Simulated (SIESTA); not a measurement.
The system is CuI (Marshite).

```
I Cu
1.0
     0.00000    3.03150    3.03150
     3.03150    0.00000    3.03150
     3.03150    3.03150    0.00000
I Cu
1 1
Direct
  0.00000 0.00000 0.00000
  0.75000 0.75000 0.75000
```

Base run:

```yaml
Program: SIESTA 5.4.2
Functional: RPBE
Potentials_or_basis: PseudoDojo 0.4 standard (PBE files)
Basis: DZP (energy shift 0.003 Ry; two zetas on semicore shells)
Grid_cutoff: 800 Ry
Energy_shift: 0.003 Ry
k_mesh: 8 × 8 × 8
Occupations: fermi-dirac, width 0.05 eV
Spin: no spin polarisation
```

Its results: band gap on the k mesh 1.90 eV, direct; pressure 3.6 GPa.

Question: After a change of settings the same cell gave: band gap on the k mesh 1.38 eV, direct; pressure 4.4 GPa. Which change was it?
A. functional from RPBE to PBE; k mesh from 8 × 8 × 8 to 6 × 6 × 6
B. functional from RPBE to BLYP
C. functional from RPBE to vdW-DF-cx
D. functional from RPBE to PBE; basis from DZP (energy shift 0.003 Ry; two zetas on semicore shells) to DZ (energy shift 0.003 Ry; two zetas on semicore shells)

Answer: D.

Caveats: short orbitals over semicore shells can move pressures by several GPa; spin-orbit coupling is left out, which moves the levels of the heavy elements; the basis of atomic orbitals isn't converged, which shifts pressures, moduli and gaps; the potentials were made for another functional, which shifts forces and pressure (some runs); the basis has no polarisation orbitals (some runs).
